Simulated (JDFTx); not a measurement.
# InP (F-43m) in JDFTx: notebook

Aim: see how the results for InP move with the level of theory and the settings. Levels: revPBE, BLYP, LDA, PBE. Tasks: single point.

Everything below comes from runs of JDFTx 1.7.0 (patched build). Logs are shortened: lines on timing, memory, paths and dates and some standing lists are left out, and cuts for length are marked. The log counts tension as positive stress, the text compression.

**Measured values to compare with.**

A printed reference work, data compilation reports, for a bulk crystal of InP at 1.6 K: band gap 1.4236 eV (direct).

The results are compared with them further down.

## 1. Starting point

It takes space group F-43m (No. 216, cubic). Conventional cell: a = 5.861 Å, b = 5.861 Å, c = 5.861 Å, α = 90.00°, β = 90.00°, γ = 90.00°. In (site symmetry -43m) is surrounded by 4 P at 2.54 Å. P (site symmetry -43m) is surrounded by 4 In at 2.54 Å.

## 2. Single point, revPBE

File InP.in:

```
lattice \
    0.0000000000     5.5378424082     5.5378424082 \
    5.5378424082     0.0000000000     5.5378424082 \
    5.5378424082     5.5378424082     0.0000000000
coords-type Lattice
ion In     0.0000000000     0.0000000000     0.0000000000 1
ion P      0.7500000000     0.7500000000     0.7500000000 1

ion-species pseudo/In.upf
ion-species pseudo/P.upf
elec-cutoff 35 280
elec-ex-corr gga-x-pbe-r gga-c-pbe
kpoint-folding 8 8 8
elec-smearing Fermi 0.0018374661
elec-n-bands 15
electronic-SCF nIterations 100 energyDiffThreshold 1e-09
electronic-minimize nIterations 30 energyDiffThreshold 1e-7
converge-empty-states yes
forces-output-coords Cartesian

dump-name run.$VAR
dump End Ecomponents EigStats BandEigs Kpoints Forces Stress ElecDensity
```

Potentials or basis: PseudoDojo-SR-PBE-0.5-standard with smoothed tails.

The run is started by

```sh
jdftx -c 1 -i InP.in -o InP.out
```

Output:

```text
*************** JDFTx 1.7.0 (patched build) ***************

Input parsed successfully to the following command list (including defaults):
[... the input with its defaults ...]

---------- Setting up symmetries ----------

Found 48 point-group symmetries of the bravais lattice
Found 24 space-group symmetries with basis
Applied RMS atom displacement 0 bohrs to make symmetries exact.

---------- Initializing the Grid ----------
R =
[            0      5.53784      5.53784  ]
[      5.53784            0      5.53784  ]
[      5.53784      5.53784            0  ]
unit cell volume = 339.666
G =
[  -0.567295   0.567295   0.567295  ]
[   0.567295  -0.567295   0.567295  ]
[   0.567295   0.567295  -0.567295  ]
Minimum fftbox size, Smin = [  60  60  60  ]
Chosen fftbox size, S = [  60  60  60  ]

---------- Initializing tighter grid for wavefunction operations ----------
R =
[            0      5.53784      5.53784  ]
[      5.53784            0      5.53784  ]
[      5.53784      5.53784            0  ]
unit cell volume = 339.666
G =
[  -0.567295   0.567295   0.567295  ]
[   0.567295  -0.567295   0.567295  ]
[   0.567295   0.567295  -0.567295  ]
Minimum fftbox size, Smin = [  44  44  44  ]
Chosen fftbox size, S = [  48  48  48  ]

---------- Exchange Correlation functional ----------
Initialized LibXC exchange functional 'Revised PBE from Zhang & Yang'
Initialized LibXC correlation functional 'Perdew, Burke & Ernzerhof'

---------- Setting up pseudopotentials ----------
Width of ionic core gaussian charges (only for fluid interactions / plotting) set to 0

Reading pseudopotential file 'pseudo/In.upf':
  'In' pseudopotential, 'PBE' functional
  Generated using ONCVPSP code by D. R. Hamann
  13 valence electrons, 3 orbitals, 6 projectors, 1001 radial grid points, with lMax = 2
    4D    l: 2   occupation: 10.0   eigenvalue: -0.684392
    5S    l: 0   occupation:  2.0   eigenvalue: -0.301765
    5P    l: 1   occupation:  1.0   eigenvalue: -0.092561
  Core radius for overlap checks: 2.17 bohrs.

Reading pseudopotential file 'pseudo/P.upf':
  'P' pseudopotential, 'PBE' functional
  Generated using ONCVPSP code by D. R. Hamann
  5 valence electrons, 2 orbitals, 6 projectors, 1001 radial grid points, with lMax = 2
    3S    l: 0   occupation:  2.0   eigenvalue: -0.513364
    3P    l: 1   occupation:  3.0   eigenvalue: -0.202372
  Core radius for overlap checks: 1.66 bohrs.

Initialized 2 species with 2 total atoms.

Folded 1 k-points by 8x8x8 to 512 k-points.

---------- Setting up k-points, bands, fillings ----------
Adding inversion symmetry to k-mesh for non-inversion-symmetric unit cell.
Reduced to 29 k-points under symmetry.
Computing the number of bands and number of electrons
Calculating initial fillings.
nElectrons:  18.000000   nBands: 15   nStates: 29

----- Setting up reduced wavefunction bases (one per k-point) -----
average nbasis = 3359.189 , ideal nbasis = 3359.293

---------- Setting up ewald sum ----------
Optimum gaussian width for ewald sums = 2.515192 bohr.
Real space sum over 1331 unit cells with max indices [  5  5  5  ]
Reciprocal space sum over 2197 terms with max indices [  6  6  6  ]

---------- Allocating electronic variables ----------
Initializing wave functions:  linear combination of atomic orbitals
Note: number of bands (15) exceeds available atomic orbitals (13)
In pseudo-atom occupations:   s ( 2 )  p ( 1 )  d ( 10 )
P pseudo-atom occupations:   s ( 2 )  p ( 3 )
	FillingsUpdate:  mu: +0.307594691  nElectrons: 18.000000
LCAOMinimize: Iter:   0  F: -63.2084042055710142  |grad|_K:  3.236e-03  alpha:  1.000e+00
	FillingsUpdate:  mu: +0.285990019  nElectrons: 18.000000
LCAOMinimize: Iter:   1  F: -63.2256150989168191  |grad|_K:  7.668e-05  alpha:  4.839e-01  linmin: -2.892e-01  cgtest:  8.228e-01
LCAOMinimize: Encountered beta<0, resetting CG.
[... 5 lines of inner loops ...]
LCAOMinimize: Iter:   4  F: -63.2256273542760283  |grad|_K:  7.628e-08  alpha:  9.486e-01  linmin:  8.564e-05  cgtest: -3.634e-02
	FillingsUpdate:  mu: +0.285743896  nElectrons: 18.000000
LCAOMinimize: Iter:   5  F: -63.2256273542853648  |grad|_K:  1.496e-08  alpha:  5.366e-01  linmin:  2.954e-02  cgtest: -5.909e-02
LCAOMinimize: Converged (|Delta F|<1.000000e-06 for 2 iters).

-------- Electronic minimization -----------
Will mix electronic density at each iteration.
	FillingsUpdate:  mu: +0.285743896  nElectrons: 18.000000
	FillingsUpdate:  mu: +0.276014706  nElectrons: 18.000000
SCF: Cycle:  0   F: -63.263231326277584   dF: -3.760e-02   |Residual|: 4.310e-02   |deigs|: 1.511e-01
	FillingsUpdate:  mu: +0.276523099  nElectrons: 18.000000
SCF: Cycle:  1   F: -63.264090531208268   dF: -8.592e-04   |Residual|: 2.508e-02   |deigs|: 9.927e-03
	FillingsUpdate:  mu: +0.278890514  nElectrons: 18.000000
SCF: Cycle:  2   F: -63.264217676415349   dF: -1.271e-04   |Residual|: 3.493e-03   |deigs|: 4.745e-03
	FillingsUpdate:  mu: +0.279524151  nElectrons: 18.000000
SCF: Cycle:  3   F: -63.264236207888196   dF: -1.853e-05   |Residual|: 1.889e-03   |deigs|: 1.142e-03
	FillingsUpdate:  mu: +0.280205926  nElectrons: 18.000000
SCF: Cycle:  4   F: -63.264242276479401   dF: -6.069e-06   |Residual|: 8.105e-04   |deigs|: 7.594e-04
	FillingsUpdate:  mu: +0.280249551  nElectrons: 18.000000
SCF: Cycle:  5   F: -63.264243750677217   dF: -1.474e-06   |Residual|: 1.652e-04   |deigs|: 4.059e-04
	FillingsUpdate:  mu: +0.280276153  nElectrons: 18.000000
SCF: Cycle:  6   F: -63.264244428401263   dF: -6.777e-07   |Residual|: 8.218e-05   |deigs|: 4.930e-04
	FillingsUpdate:  mu: +0.280283922  nElectrons: 18.000000
SCF: Cycle:  7   F: -63.264244831289901   dF: -4.029e-07   |Residual|: 1.679e-05   |deigs|: 5.217e-04
	FillingsUpdate:  mu: +0.280286646  nElectrons: 18.000000
SCF: Cycle:  8   F: -63.264245035561231   dF: -2.043e-07   |Residual|: 1.279e-05   |deigs|: 4.574e-04
	FillingsUpdate:  mu: +0.280288278  nElectrons: 18.000000
SCF: Cycle:  9   F: -63.264245105327824   dF: -6.977e-08   |Residual|: 5.498e-06   |deigs|: 6.729e-04
	FillingsUpdate:  mu: +0.280287984  nElectrons: 18.000000
SCF: Cycle: 10   F: -63.264245149327053   dF: -4.400e-08   |Residual|: 3.088e-06   |deigs|: 4.789e-04
	FillingsUpdate:  mu: +0.280287953  nElectrons: 18.000000
SCF: Cycle: 11   F: -63.264245161880119   dF: -1.255e-08   |Residual|: 2.040e-06   |deigs|: 3.631e-04
	FillingsUpdate:  mu: +0.280288163  nElectrons: 18.000000
SCF: Cycle: 12   F: -63.264245170925250   dF: -9.045e-09   |Residual|: 8.553e-07   |deigs|: 6.047e-04
	FillingsUpdate:  mu: +0.280288246  nElectrons: 18.000000
SCF: Cycle: 13   F: -63.264245173327147   dF: -2.402e-09   |Residual|: 1.148e-06   |deigs|: 1.542e-04
	FillingsUpdate:  mu: +0.280288262  nElectrons: 18.000000
SCF: Cycle: 14   F: -63.264245175000760   dF: -1.674e-09   |Residual|: 1.284e-06   |deigs|: 1.270e-04
	FillingsUpdate:  mu: +0.280288151  nElectrons: 18.000000
SCF: Cycle: 15   F: -63.264245175436344   dF: -4.356e-10   |Residual|: 2.362e-06   |deigs|: 4.272e-05
	FillingsUpdate:  mu: +0.280288264  nElectrons: 18.000000
SCF: Cycle: 16   F: -63.264245175727446   dF: -2.911e-10   |Residual|: 1.792e-06   |deigs|: 6.049e-05
SCF: Converged (|Delta E|<1.000000e-09 for 2 iters).

Setting wave functions to eigenvectors of Hamiltonian
Converging empty states (this may take a while):
EmptyStates: None of the convergence criteria satisfied.
|deigs|: 8.615e-04

# Stress tensor in Cartesian coordinates [Eh/a0^3]:
[ -0.000155219            0            0  ]
[            0 -0.000155219            0  ]
[            0            0 -0.000155219  ]

# Ionic positions in lattice coordinates:
ion In   0.000000000000000   0.000000000000000   0.000000000000000 1
ion P   0.750000000000000   0.750000000000000   0.750000000000000 1

# Forces in Cartesian coordinates:
force In   0.000000000000000  -0.000000000000000  -0.000000000000000 1
force P   0.000000000000000   0.000000000000000  -0.000000000000000 1

# Energy components:
   Eewald =      -44.8602020983078873
       EH =       18.4449648687215699
     Eloc =      -55.4996013503567980
      Enl =      -13.8543532102377878
      Exc =      -22.1654148872162224
 Exc_core =       10.1655225830277622
       KE =       44.5048390002046617
-------------------------------------
     Etot =      -63.2642450941646857
       TS =        0.0000000815627589
-------------------------------------
        F =      -63.2642451757274458

IonicMinimize: Iter:   0  F: -63.264245175727446  |grad|_K:  1.419e-36
IonicMinimize: Converged (|grad|_K<1.000000e-04).

#--- Lowdin population analysis ---
# oxidation-state In +0.351
# oxidation-state P -0.315

Dumping 'run.eigStats' ...
	eMin: -0.265553 at state 20 ( [ +0.000000 +0.500000 +0.500000 ] spin 0 )
	HOMO: +0.264372 at state 0 ( [ +0.000000 +0.000000 +0.000000 ] spin 0 )
	mu  : +0.280289
	LUMO: +0.293890 at state 0 ( [ +0.000000 +0.000000 +0.000000 ] spin 0 )
	eMax: +0.683675 at state 24 ( [ +0.125000 +0.375000 +0.500000 ] spin 0 )
	HOMO-LUMO gap: +0.029517
	Optical gap  : +0.029517 at state 0 ( [ +0.000000 +0.000000 +0.000000 ] spin 0 )
WARNING: the last solve of the electrons (or of bands or displaced states from it) ended unconverged.
Done!
[note: mu as printed may lie anywhere between the filled and the empty levels]
```

It took 2.5 min on 1 thread of Arm Neoverse V1, shared host; peak memory 0.13 GiB.

Results:

* Free energy: -1721.5078 eV
* Pressure: 4.6 GPa
* Band gap on the k mesh: 0.80 eV, direct
* Loewdin charges: In +0.35; P -0.32 e

Levels at points of the mesh, in eV from the valence-band top:
```
           k point  band 5  band 6  band 7  band 8  band 9  band 10  band 11
(0.00, 0.00, 0.00)  -14.09  -11.49    0.00    0.00    0.00     0.80     4.15
(0.00, 0.00, 0.50)  -14.08   -9.79   -5.68   -0.96   -0.96     1.58     4.86
(0.00, 0.50, 0.50)  -14.06   -9.14   -5.70   -2.30   -2.30     1.86     2.35
```

Caveat: the empty levels aren't tightly converged; the potentials were made for another functional, which shifts forces and pressure; spin-orbit coupling is left out, which moves the levels of the heavy elements.

(Part 1 of 2 ends here.)
